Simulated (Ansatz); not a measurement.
# ZrSe2: the cost of one run

The runs shown are made with Ansatz 0.2.0. PAW datasets, plane waves. The values are computed, spin-unpolarised, and not measurements.

### 1 The cell

The unstrained cell was relaxed with r2SCAN+rVV10; in each strained cell the atoms were relaxed again with r2SCAN+rVV10. Names of k-points are those of the unstrained zone, where strain can split equivalent points. First state: -4.0 % strain along z alone.

It is trigonal, P-3m1 (No. 164); a = 3.788 Å, c = 5.933 Å in the conventional setting, 24.58 Å³ an atom. Near Zr stand 6 Se at 2.68 Å; near Se stand 3 Zr at 2.68 Å.

The structure in full:

```cif
data_structure
_symmetry_space_group_name_H-M 'P-3m1'
_symmetry_Int_Tables_number 164
_cell_length_a 3.7881
_cell_length_b 3.7881
_cell_length_c 5.9329
_cell_angle_alpha 90.000
_cell_angle_beta 90.000
_cell_angle_gamma 120.000
_cell_volume 73.73
loop_
_atom_site_label
_atom_site_type_symbol
_atom_site_symmetry_multiplicity
_atom_site_Wyckoff_symbol
_atom_site_fract_x
_atom_site_fract_y
_atom_site_fract_z
_atom_site_occupancy
Zr1 Zr 1 a 0.00000 0.00000 0.00000 1
Se1 Se 2 d 0.33333 0.66667 0.26235 1
```

From earlier runs on the unstrained cell: PBE 0.31 eV, r2SCAN 0.61 eV, HSE06 0.95 eV; a = 3.788 Å, c = 6.180 Å.

### 2 -4.0 % strain along z alone: PBE

Input file input.yaml:

```yaml
crystal:
  lattice:
    - [3.7881123534, 0.0, 0.0]
    - [-1.8940561767, 3.2806015304, 0.0]
    - [0.0, 0.0, 5.9328603953]
  atoms:
    - { symbol: Zr, position: [0.0, 0.0, 0.0] }
    - { symbol: Se, position: [0.3333333333, 0.6666666667, 0.2623481296] }
    - { symbol: Se, position: [0.6666666667, 0.3333333333, 0.7376518704] }
kpoints:
  mp_grid: { grid: [12, 12, 4] }
  band_path:
    path:
      - [0.0, 0.0, 0.0]
      - [0.5, 0.0, 0.0]
      - [0.3333333333, 0.3333333333, 0.0]
      - [0.0, 0.0, 0.5]
      - [0.5, 0.0, 0.5]
      - [0.3333333333, 0.3333333333, 0.5]
      - [0.0, 0.5, 0.5]
    npoints: 1
hamiltonian:
  xc: pbe
scf:
  occupations: { method: fermi_dirac, width: 0.02 }
  n_extra_bands: 4
output:
  forces: true
  stress: true
  eigenvalues: true
```

Run with:

```sh
$ ansatz run input.yaml --threads 2 --pin off --max-ram 2211MiB --backend cpu --events-out ev --progress --plain --runs-dir out
```

**Question.** How long does this run take on 2 threads of Arm Neoverse N1, shared host, and how much memory does it need?

About 7.4 s, with a peak of 0.45 GiB.
